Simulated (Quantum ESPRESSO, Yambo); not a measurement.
# Excitons of SiC (F-43m) on ever denser meshes, part 3 of 4

Aim: the absorption spectrum of SiC (F-43m) with electron-hole interaction, and what each part of the kernel does.

Quantum ESPRESSO 7.5 and Yambo 5.3.0; PBE and many-body steps on it, plane waves. Known limits of the many-body steps: not at the basis limit; coarse k mesh; bindings not settled in the k mesh.

So far. Step 8 (Triplet (no exchange term)): The lowest triplet lies at 5.128 eV; without spin-orbit coupling triplets are dark, so no spectrum is read. Step 9 (Empty states on the mesh, 6×6×6 mesh, 12 bands): On this mesh the gap is 1.361 eV.

## Step 11: k mesh (6×6×6)

This step: Bethe-Salpeter equation on PBE with a scissors shift, plane waves, norm-conserving pseudopotentials.

Input file bse6.in:

```
optics
bss
bse
em1s
dipoles
rim_cut
RandQpts= 1000000
RandGvec= 1 RL
Chimod= "HARTREE"
BSKmod= "SEX"
BSEmod= "resonant"
BSSmod= "d"
BSENGexx= 20 Ry
BSENGBlk= 4 Ry
% BSEQptR
 1 | 1 |
%
% BSEBands
 2 | 5 |
%
% BEnRange
 0 | 8 | eV
%
% BDmRange
 0.1 | 0.1 | eV
%
BEnSteps= 161
% BLongDir
 1 | 0 | 0 |
%
% BndsRnXs
 1 | 12 |
%
NGsBlkXs= 4 Ry
% LongDrXs
 1 | 1 | 1 |
%
% KfnQP_E
 0.986 | 1.0 | 1.0 |
%
WRbsWF
FFTGvecs= 33 Ry
```

The run is started by

```bash
OMP_NUM_THREADS=1 mpirun -n 4 yambo -F bse6.in -J bse6 -C bse6 > bse6.log
```

Log:

```text
 Yambo, version 5.3.0

 [02] CORE Variables Setup
 =========================

  [... cell, symmetries and grids as in the set-up ...]

  [02.05] Energies & Occupations
  ==============================

  [X] === General ===
  [X] Electronic Temperature                        :  0.000000  0.000000 [eV K]
  [X] Bosonic    Temperature                        :  0.000000  0.000000 [eV K]
  [X] Finite Temperature mode                       : no
  [X] El. density                                   :  0.38662E+24 [cm-3]
  [X] Fermi Level                                   :  9.496078 [eV]

  [X] === Gaps and Widths ===
  [X] Conduction Band Min                           :  1.361349 [eV]
  [X] Valence Band Max                              :  0.000000 [eV]
  [X] Filled Bands                                  :   4
  [X] Empty Bands                                   :   5  12
  [X] Direct Gap                                    :  4.552957 [eV]
  [X] Direct Gap localized at k                     :  13
  [X] Indirect Gap                                  :  1.361349 [eV]
  [X] Indirect Gap between kpts                     :   1  13
  [X] Last valence band width                       :  4.386323 [eV]
  [X] 1st conduction band width                     :  5.670361 [eV]

 [03] Transferred momenta grid and indexing
 ==========================================

 [BZ sampling] Q-grid is User defined and/or read from the database

 IBZ Q-points                                      :  16
 BZ  Q-points                                      :  216

 K/Q-points units:
 rlu = crystal or reduced units; cc = cartesian coordinates; iku = interal k-units

 Q [ 1]         [rlu]:  0.000000  0.000000  0.000000
[...]
io_DIPOLES :      0.0669s P1 ( 45 calls,   1.486 msec avg) [MAX]      0.0332s P2 ( 29 calls,   1.146 msec avg) [min]
                                       FFT_setup :      0.0430s P2 ( 49 calls,   0.878 msec avg) [MAX]      0.0414s P4 ( 48 calls,   0.863 msec avg) [min]
                                     io_fragment :      0.1055s P1 (168 calls,   0.628 msec avg) [MAX]      0.0815s P4 (135 calls,   0.604 msec avg) [min]
                                     WF_load_FFT :      0.0852s P3 ( 48 calls,   1.776 msec avg) [MAX]      0.0819s P4 ( 48 calls,   1.706 msec avg) [min]
                                  DIPOLE_g_space :      0.1059s P3 [MAX]      0.1013s P1 [min]
                                T_space EXX Osc. :      0.1376s P3 ( 30 calls,   4.585 msec avg) [MAX]      0.1316s P4 ( 30 calls,   4.386 msec avg) [min]
                                           io_WF :      0.1429s P3 (174 calls,   0.821 msec avg) [MAX]      0.1362s P4 (175 calls,   0.778 msec avg) [min]
                            X T_space Kernel sum :      0.2139s P1 (272 calls,   0.786 msec avg) [MAX]      0.1779s P4 (256 calls,   0.695 msec avg) [min]
                               T_space CORR Osc. :      0.3046s P3 (128 calls,   2.380 msec avg) [MAX]      0.2730s P1 (136 calls,   2.007 msec avg) [min]
                                  Xo (procedure) :      0.5367s P3 ( 16 calls,  33.541 msec avg) [MAX]      0.5246s P4 ( 16 calls,  32.789 msec avg) [min]
                                             RIM :      0.6091s P2 [MAX]      0.6090s P3 [min]
                                X T_space Kernel :      0.7004s P3 [MAX]      0.6863s P1 [min]
                SERIAL_HERMITIAN_diagonalization :      0.9969s P3 [MAX]      0.9592s P1 [min]
                                  LINEAR ALGEBRA :      0.9969s P3 [MAX]      0.9617s P1 ( 17 calls,  56.569 msec avg) [min]
                                    Diago Solver :      1.0416s P1 [MAX]      1.0262s P4 [min]
                                         Dipoles :      1.1488s P1 [MAX]      1.1488s P2 [min]

 [11] Game Over & Game summary
```

Wall time 5 s (4 MPI ranks of Arm Neoverse V1, shared host); peak memory 1.1 GiB.

This step gave:

| Item | Value |
| --- | --- |
| transitions in the window | 648 |
| direct gap of the transition levels | 5.539 eV |
| lowest state | 5.228 eV |
| first strong exciton (over a fiftieth of the strongest listed) | 5.232 eV |
| binding of the lowest state below the direct gap | 0.3112 eV |
| Coulomb term of one mesh cell | 0.3445 eV |

The binding is 0.90 times the screened Coulomb term of one mesh cell (0.34 eV), so it is not shown settled.

The lowest state lies at 5.228 eV, 0.311 eV under the direct gap.

## Step 12: Triplet (no exchange term)

bse7.in, as its differences from bse6.in of step 11:

```diff
@@ -12,3 +12,3 @@
 BSSmod= "d"
-BSENGexx= 20 Ry
+BSENGexx= 1 RL
 BSENGBlk= 4 Ry
```

The run is started by

```bash
OMP_NUM_THREADS=1 mpirun -n 4 yambo -F bse7.in -J bse7,bse6_W -C bse7 > bse7.log
```

Log:

```text
 Yambo, version 5.3.0

 [02] CORE Variables Setup
 =========================

  [... cell, symmetries and grids as in the set-up ...]

  [02.05] Energies & Occupations
  ==============================

  [X] === General ===
  [X] Electronic Temperature                        :  0.000000  0.000000 [eV K]
  [X] Bosonic    Temperature                        :  0.000000  0.000000 [eV K]
  [X] Finite Temperature mode                       : no
  [X] El. density                                   :  0.38662E+24 [cm-3]
[...]
T_space EXX Osc. :      0.1380s P1 ( 31 calls,   4.451 msec avg) [MAX]      0.1336s P4 ( 30 calls,   4.454 msec avg) [min]
                     T_space CORR Osc. :      0.3020s P4 (128 calls,   2.359 msec avg) [MAX]      0.2785s P1 (136 calls,   2.048 msec avg) [min]
                      X T_space Kernel :      0.6414s P1 [MAX]      0.6359s P3 [min]
      SERIAL_HERMITIAN_diagonalization :      1.0448s P1 [MAX]      1.0356s P2 [min]
                        LINEAR ALGEBRA :      1.0448s P1 [MAX]      1.0356s P2 [min]
                          Diago Solver :      1.0944s P1 [MAX]      1.0788s P2 [min]

 [11] Game Over & Game summary
[key lines of the parts left out:]
Dipoles :      0.0038s P1 [MAX]      0.0038s P4 [min]
```

Run time: 2.6 s. Hardware: 4 MPI ranks; peak memory 1 GiB; 10 s of CPU time.

The lowest triplet lies at 5.212 eV; without spin-orbit coupling triplets are dark, so no spectrum is read.

## Step 13: Empty states on the mesh, 8×8×8 mesh, 12 bands

This step: Quantum ESPRESSO 7.5; DFT, PBE, plane waves, norm-conserving pseudopotentials.

Input file pw.in:

```
&control
  calculation = 'nscf'
  prefix = 'x'
  outdir = 'o'
  pseudo_dir = 'pseudo'
/
&system
  ibrav = 0
  nat = 2
  ntyp = 2
  ecutwfc = 74.0
  nbnd = 12
  force_symmorphic = .true.
/
&electrons
  conv_thr = 1e-9
  electron_maxstep = 80
  diago_full_acc = .true.
  diago_thr_init = 5e-6
/
ATOMIC_SPECIES
  Si 28.085 Si.upf
  C 12.011 C.upf
CELL_PARAMETERS angstrom
  -0.0000000000 2.1790000000 2.1790000000
  2.1790000000 -0.0000000000 2.1790000000
  2.1790000000 2.1790000000 -0.0000000000
ATOMIC_POSITIONS crystal
  Si 0.0000000000 0.0000000000 0.0000000000
  C 0.2500000000 0.2500000000 0.2500000000
K_POINTS automatic
  8 8 8 0 0 0
```

The run is started by

```bash
OMP_NUM_THREADS=1 mpirun -n 4 pw.x -nk 4 -in pw.in > pw.out
```

Log:

```text
[banner, memory and clock lines left out]
Program PWSCF v.7.5 starts

     Atomic positions and unit cell read from directory:
     o/x.save/

     Message from routine setup:
     using ibrav=0 with symmetry is DISCOURAGED, use correct ibrav instead

     G-vector sticks info

     bravais-lattice index     =            0
     lattice parameter (alat)  =       5.8233  a.u.
     unit-cell volume          =     139.6363 (a.u.)^3
     number of atoms/cell      =            2
     number of atomic types    =            2
     number of electrons       =         8.00
[...]
-5.9135   9.4961   9.4961   9.4961  15.7194  16.8074  16.8074  16.8074
    24.0247  24.0247  25.9551  26.7794

          k = 0.0884 0.0884-0.0884 (  1468 PWs)   bands (ev):

    -5.6090   8.0100   9.2947   9.2947  15.9644  17.1576  17.1576  17.3274
    22.8086  22.8086  25.5582  27.6032

          k = 0.1768 0.1768-0.1768 (  1489 PWs)   bands (ev):

    -4.7185   5.1994   8.8888   8.8888  15.4830  17.4074  17.4074  18.8439
    22.6373  22.6373  24.6419  30.5291

          k = 0.2652 0.2652-0.2652 (  1498 PWs)   bands (ev):

     [... further k-points ...]

     highest occupied, lowest unoccupied level (ev):     9.4961   10.8574

     XML data file, pseudopotentials, collected wavefunctions
```

Run time: 1.5 s. Hardware: 4 MPI ranks; peak memory 0.05 GiB; 5.8 s of CPU time.

This step gave:

| Quantity | Value |
| --- | --- |
| gap | 1.361 eV |
| k of the valence top | 0, 0, 0 |
| k of the conduction bottom | 0, -0.5, -0.5 |
| least direct gap | 4.553 eV |
| k points computed | 29 |
| lowest point of the top converged band, above the valence top | 17.28 eV |

On this mesh the gap is 1.361 eV.

## Step 14: Conversion and set-up

This step: Yambo 5.3.0; conversion and set-up on PBE, plane waves, norm-conserving pseudopotentials.

The run is started by

```bash
(cd o/x.save; p2y > p2y.log; mv SAVE ../..); yambo > setup.log
```

Log:

```text
 Yambo, version 5.3.0

 [02] CORE Variables Setup
 =========================

  [02.01] Unit cells
  ==================

  Cell kind             :  FCC
  Atoms in the cell     :  Si  C
  number of Si atoms    :  1
  number of C  atoms    :  1

  List of atomic masses
  Mass of Si    :  28.08500
  Mass of C     :  12.01100

  List of atomic coordinates    : [cc]
  Si1       :  0.000000  0.000000  0.000000  order 1
  C1       :  2.058857  2.058857  2.058857  order 2

  Alat factors          :  4.117713  4.117713  4.117713 [a.u.]
  Direct lattice volume :  139.6363 [a.u.]
[...]
Q [ 1]         [rlu]:  0.000000  0.000000  0.000000
 Q [ 2]         [rlu]: -0.43259E-17 -0.43259E-17  0.12500
 Q [ 3]         [rlu]: -0.86518E-17 -0.86518E-17  0.25000
[...]
Q [ 8]         [rlu]: -0.86518E-17  0.12500      0.37500
 Q [ 9]         [rlu]:  0.47861E-16  0.12500      0.50000
 Q [10]         [rlu]: -0.19076E-16  0.12500     -0.37500
     [... 17 further rows ...]
 Q [28]         [rlu]:  0.125000 -0.500000 -0.375000
 Q [29]         [rlu]:  0.250000 -0.500000 -0.250000

  [03.01] X indexes
  =================

   [03.01.01] Sigma indexes
   ========================

 [06] Game Over & Game summary
```

Wall time 2.4 s (1 MPI rank); peak memory 0.24 GiB.

## Step 15: k mesh (8×8×8)

This step: Bethe-Salpeter equation on PBE with a scissors shift, plane waves, norm-conserving pseudopotentials.

bse9.in, as its differences from bse7.in of step 12:

```diff
@@ -12,3 +12,3 @@
 BSSmod= "d"
-BSENGexx= 1 RL
+BSENGexx= 20 Ry
 BSENGBlk= 4 Ry
```

The run is started by

```bash
OMP_NUM_THREADS=1 mpirun -n 4 yambo -F bse9.in -J bse9 -C bse9 > bse9.log
```

Log:

```text
 Yambo, version 5.3.0

 [02] CORE Variables Setup
 =========================

  [... cell, symmetries and grids as in the set-up ...]

  [02.05] Energies & Occupations
  ==============================

  [X] === General ===
  [X] Electronic Temperature                        :  0.000000  0.000000 [eV K]
  [X] Bosonic    Temperature                        :  0.000000  0.000000 [eV K]
  [X] Finite Temperature mode                       : no
  [X] El. density                                   :  0.38662E+24 [cm-3]
[...]
[08.01.04] Independent Particles properties @q1
   ===============================================

   ==========================================================

   [BSE] Exchange components :  229
   [BSE] Correlation components :   27  229

    [08.01.05.01] Screened interaction header I/O
    =============================================

    [08.01.05.02] Main kernel loop
    ==============================

    [08.01.05.03] Wave-Function Phases
    ==================================

    [BSE] WF phases found       :  76.70618 [o/o]

   [08.01.06] BSE solver(s) @q1
   ============================

   [08.01.07] Diago Solver @q1
   ===========================

 [11] Game Over & Game summary
```

Elapsed: 20 s, on 4 MPI ranks; peak memory 1.2 GiB.

This step gave:

* transitions in the window: 1536
* direct gap of the transition levels: 5.539 eV
* lowest state: 5.288 eV
* first strong exciton (over a fiftieth of the strongest listed): 5.291 eV
* binding of the lowest state below the direct gap: 0.2507 eV
* Coulomb term of one mesh cell: 0.2742 eV

The binding is 0.91 times the screened Coulomb term of one mesh cell (0.27 eV), so it is not shown settled.

The lowest state lies at 5.288 eV, 0.251 eV under the direct gap.

The ε₂ has structure finer than the step of the table below, so its rows give means over 0.25 eV, whole bins alone (the curve runs from 0 to 8 eV). Peaks (eV: height): BSE 5.950: 15.3, 6.600: 25.5; no electron-hole interaction 6.200: 10.7, 7.000: 17.2, 7.900: 28.2.

Field along x; broadening 0.1 eV; transition window only. Limits: finite bands, cutoff and mesh; exciton not shown settled in the k mesh. ε₂ against photon energy; means over each step:

| photon energy (eV) | BSE | no electron-hole interaction |
| --- | --- | --- |
| 0.25 | 0.0312 | 0.0249 |
| 0.50 | 0.0338 | 0.0268 |
| 0.75 | 0.0368 | 0.0289 |
| 1.00 | 0.0401 | 0.0312 |
| 1.25 | 0.0441 | 0.0339 |
| 1.50 | 0.0486 | 0.0369 |
| 1.75 | 0.0539 | 0.0403 |
| 2.00 | 0.0601 | 0.0443 |
| 2.25 | 0.0675 | 0.0489 |
| 2.50 | 0.0764 | 0.0544 |
| 2.75 | 0.0874 | 0.0608 |
| 3.00 | 0.101 | 0.0685 |
| 3.25 | 0.118 | 0.0779 |
| 3.50 | 0.141 | 0.0895 |
| 3.75 | 0.171 | 0.104 |
| 4.00 | 0.214 | 0.123 |
| 4.25 | 0.279 | 0.149 |
| 4.50 | 0.388 | 0.186 |
| 4.75 | 0.610 | 0.244 |
| 5.00 | 1.35 | 0.351 |
| 5.25 | 5.01 | 0.666 |
| 5.50 | 5.58 | 2.09 |
| 5.75 | 11.1 | 2.34 |
| 6.00 | 11.0 | 5.10 |
| 6.25 | 7.86 | 7.88 |
| 6.50 | 21.0 | 4.19 |
| 6.75 | 19.3 | 9.05 |
| 7.00 | 17.1 | 15.3 |
| 7.25 | 15.8 | 13.6 |
| 7.50 | 13.8 | 14.6 |
| 7.75 | 7.50 | 21.0 |

## Step 16: Triplet (no exchange term)

bse10.in, as its differences from bse9.in of step 15:

```diff
@@ -12,3 +12,3 @@
 BSSmod= "d"
-BSENGexx= 20 Ry
+BSENGexx= 1 RL
 BSENGBlk= 4 Ry
```

The run is started by

```bash
OMP_NUM_THREADS=1 mpirun -n 4 yambo -F bse10.in -J bse10,bse9_W -C bse10 > bse10.log
```

Log:

```text
 Yambo, version 5.3.0

 [02] CORE Variables Setup
 =========================

  [... cell, symmetries and grids as in the set-up ...]

  [02.05] Energies & Occupations
  ==============================

  [X] === General ===
  [X] Electronic Temperature                        :  0.000000  0.000000 [eV K]
  [X] Bosonic    Temperature                        :  0.000000  0.000000 [eV K]
  [X] Finite Temperature mode                       : no
  [X] El. density                                   :  0.38662E+24 [cm-3]
[...]
[06] Dipoles
 ============

  [06.01] Setup: observables and procedures
  =========================================

  [WARNING] [r,Vnl^pseudo] included in position and velocity dipoles.

  [WARNING] In case H contains other non local terms, these are neglected

 [07] Static Dielectric Matrix
 =============================

    [08.01.05.02] Main kernel loop
    ==============================

    [08.01.05.03] Wave-Function Phases
    ==================================

    [BSE] WF phases found       :  76.70618 [o/o]

   [08.01.06] BSE solver(s) @q1
   ============================

   [08.01.07] Diago Solver @q1
   ===========================

 [11] Game Over & Game summary
```

The job ended after 15 s (4 MPI ranks; peak memory 1.2 GiB).

The lowest triplet lies at 5.279 eV; without spin-orbit coupling triplets are dark, so no spectrum is read.

## Step 17: Empty states on the mesh, 10×10×10 mesh, 12 bands

This step: Quantum ESPRESSO 7.5; DFT, PBE, plane waves, norm-conserving pseudopotentials.

Edit pw.in of step 13 so:

```diff
@@ -31,2 +31,2 @@
 K_POINTS automatic
-  8 8 8 0 0 0
+  10 10 10 0 0 0
```

The run is started by

```bash
OMP_NUM_THREADS=1 mpirun -n 4 pw.x -nk 4 -in pw.in > pw.out
```

Log:

```text
[banner, memory and clock lines left out]
Program PWSCF v.7.5 starts

     Atomic positions and unit cell read from directory:
     o/x.save/

     Message from routine setup:
     using ibrav=0 with symmetry is DISCOURAGED, use correct ibrav instead

     G-vector sticks info

     bravais-lattice index     =            0
     lattice parameter (alat)  =       5.8233  a.u.
     unit-cell volume          =     139.6363 (a.u.)^3
     number of atoms/cell      =            2
     number of atomic types    =            2
     number of electrons       =         8.00
[...]
-5.9135   9.4961   9.4961   9.4961  15.7194  16.8074  16.8074  16.8074
    24.0247  24.0247  25.9551  26.7794

          k = 0.0707 0.0707-0.0707 (  1462 PWs)   bands (ev):

    -5.7183   8.4859   9.3621   9.3621  15.9850  17.0497  17.0497  17.0776
    23.0804  23.0804  25.7794  27.1926

          k = 0.1414 0.1414-0.1414 (  1486 PWs)   bands (ev):

    -5.1411   6.3641   9.0545   9.0545  15.6982  17.4079  17.4079  18.2744
    22.4179  22.4179  24.8967  29.2716

          k = 0.2121 0.2121-0.2121 (  1501 PWs)   bands (ev):

     [... further k-points ...]

     highest occupied, lowest unoccupied level (ev):     9.4961   10.8574

     XML data file, pseudopotentials, collected wavefunctions
```

Elapsed: 1.8 s, on 4 MPI ranks; peak memory 0.05 GiB; 6.8 s of CPU time.

This step gave:

```
gap                                                           : 1.361 eV
k of the valence top                                          : 0, 0, 0
k of the conduction bottom                                    : 0, -0.5, -0.5
least direct gap                                              : 4.553 eV
k points computed                                             : 47
lowest point of the top converged band, above the valence top : 17.28 eV
```

On this mesh the gap is 1.361 eV.

## Step 18: Conversion and set-up

This step: Yambo 5.3.0; conversion and set-up on PBE, plane waves, norm-conserving pseudopotentials.

The run is started by

```bash
(cd o/x.save; p2y > p2y.log; mv SAVE ../..); yambo > setup.log
```

Log:

```text
 Yambo, version 5.3.0

 [02] CORE Variables Setup
 =========================

  [02.01] Unit cells
  ==================

  Cell kind             :  FCC
  Atoms in the cell     :  Si  C
  number of Si atoms    :  1
  number of C  atoms    :  1

  List of atomic masses
  Mass of Si    :  28.08500
  Mass of C     :  12.01100

  List of atomic coordinates    : [cc]
  Si1       :  0.000000  0.000000  0.000000  order 1
  C1       :  2.058857  2.058857  2.058857  order 2

  Alat factors          :  4.117713  4.117713  4.117713 [a.u.]
  Direct lattice volume :  139.6363 [a.u.]
[...]
Q [ 1]         [rlu]:  0.000000  0.000000  0.000000
 Q [ 2]         [rlu]:  0.42003E-18  0.42003E-18  0.10000
 Q [ 3]         [rlu]:  0.84005E-18  0.84005E-18  0.20000
[...]
Q [ 8]         [rlu]:  0.42003E-18  0.10000      0.20000
 Q [ 9]         [rlu]:  0.84005E-18  0.10000      0.30000
 Q [10]         [rlu]: -0.52078E-17  0.10000      0.40000
     [... 35 further rows ...]
 Q [46]         [rlu]:  0.200000  0.400000 -0.300000
 Q [47]         [rlu]:  0.200000 -0.500000 -0.300000

  [03.01] X indexes
  =================

   [03.01.01] Sigma indexes
   ========================

 [06] Game Over & Game summary
```

Elapsed: 2.7 s, on 1 MPI rank; peak memory 0.24 GiB.

(Part 3 of 4 ends here.)

[Paths, hosts, dates, memory and timing lines, banners, echoed tables and standing remarks are left out of the program output.]

[Logs are printed without paths, hosts, clocks, repeated set-up lines and the standing remarks that a program may print on its own settings, such as how far it seeks lower states.]

[Runs of the session that timed out or met a known fault of the program may be left out.]

[Hosts, paths, dates, database ids (printed as entryN), source tags and the programs' standing remarks are cut or masked in the printed files.]
